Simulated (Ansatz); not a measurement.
# N: the cost of one run

Method: DFT PBE+D3(BJ), scalar-relativistic, plane waves, PAW, in Ansatz 0.2.0.

## Step 1: The starting structure

The structure is tetragonal, space group P4_2/mnm (No. 136). The conventional cell has a = 4.084 Å, b = 4.084 Å, c = 5.346 Å, α = 90.00°, β = 90.00°, γ = 90.00°. N (site symmetry m2m) is surrounded by 1 N at 1.11 Å.

Coordinates:

```cif
data_structure
_symmetry_space_group_name_H-M 'P 1'
_symmetry_Int_Tables_number 1
_cell_length_a 4.0841
_cell_length_b 4.0841
_cell_length_c 5.3459
_cell_angle_alpha 90.000
_cell_angle_beta 90.000
_cell_angle_gamma 90.000
_cell_volume 89.17
loop_
_atom_site_label
_atom_site_type_symbol
_atom_site_fract_x
_atom_site_fract_y
_atom_site_fract_z
_atom_site_occupancy
N1 N 0.90428 0.90428 0.00000 1
N2 N 0.59572 0.40428 0.50000 1
N3 N 0.09572 0.09572 0.00000 1
N4 N 0.40428 0.59572 0.50000 1
```

Source of the structure: the Materials Project (structure only).

(A quick probe on a coarse mesh, which set the mesh and smearing, is not shown.)

## Step 3: Full relaxation

input.yaml reads:

```yaml
crystal:
  lattice:
    - [4.08406197, 0.0, 0.0]
    - [0.0, 4.08406197, 0.0]
    - [0.0, 0.0, 5.34591325]
  atoms:
    - { symbol: "N", position: [0.9042752, 0.9042752, 0.0] }
    - { symbol: "N", position: [0.5957248, 0.4042752, 0.5] }
    - { symbol: "N", position: [0.0957248, 0.0957248, 0.0] }
    - { symbol: "N", position: [0.4042752, 0.5957248, 0.5] }
basis:
  ecutwfc: 420
kpoints:
  mp_grid: { grid: [6, 6, 4] }
hamiltonian:
  xc: pbe
  dispersion: d3bj
scf:
  occupations: { method: gaussian, width: 0.02 }
output:
  forces: true
  stress: true
  eigenvalues: true
  write_density: true
  write_potential: true
  elf: true
  volumetric_format: npy
relax:
  adjacent_minimum: "off"
  f_tol: 0.005
  max_steps: 80
  cell: { stress_tol: 0.05 }
```

On the command line:

```
$ ansatz run input.yaml --threads 1 --pin off --max-ram 2560MiB --backend cpu --events-out ev --progress --plain --runs-dir out
```

**Question.** How long does this run take on 1 thread of an x86-64 CPU, shared host, and how much memory does it need?

About 4.5 s, with a peak of 0.37 GiB.
